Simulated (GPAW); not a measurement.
A run of GPAW 26.7.0 is set up as follows.

File run.py:

```python
from ase import Atoms
from ase.dft.bandgap import bandgap
from ase.io import write
from ase.units import GPa
from gpaw import GPAW, PW

atoms = Atoms(['Sn'],
              cell=[[-1.8946518192, 1.8946518192, 1.8946518192],
                    [1.8946518192, -1.8946518192, 1.8946518192],
                    [1.8946518192, 1.8946518192, -1.8946518192]],
              scaled_positions=[[0.0, 0.0, 0.0]],
              pbc=True)

calc = GPAW(mode=PW(450),
            xc='PBE',
            kpts={'size': (8, 8, 8), 'gamma': True},
            occupations={'name': 'fermi-dirac', 'width': 0.05},
            nbands=14,
            maxiter=120,
            txt='gpaw.txt')
atoms.calc = calc
energy = atoms.get_potential_energy()
forces = atoms.get_forces()
stress = atoms.get_stress()
calc.write('gs.gpw')
write('result.traj', atoms)
print(f'Energy: {energy:.6f} eV')
print('Forces (eV/A):')
print(forces.round(4))
print('Stress (GPa):', (stress / GPa).round(3))
print('Fermi level:', round(calc.get_fermi_level(), 4), 'eV')
print(f'Gap: {bandgap(calc)[0]:.4f} eV, direct: {bandgap(calc, direct=True)[0]:.4f} eV')
```

Potentials or basis: GPAW PAW data sets (gpaw-data 1.2.1), pw.

Launch:

```sh
$ OMP_NUM_THREADS=1 python run.py
```

Q: Predict the band gap on the k mesh.

A: None (metal or under the smearing width).

Q: Predict the pressure.

A: -0.9 GPa.

Caveat: the cutoff is short for stress and forces, so pressures can be off by a GPa or more.
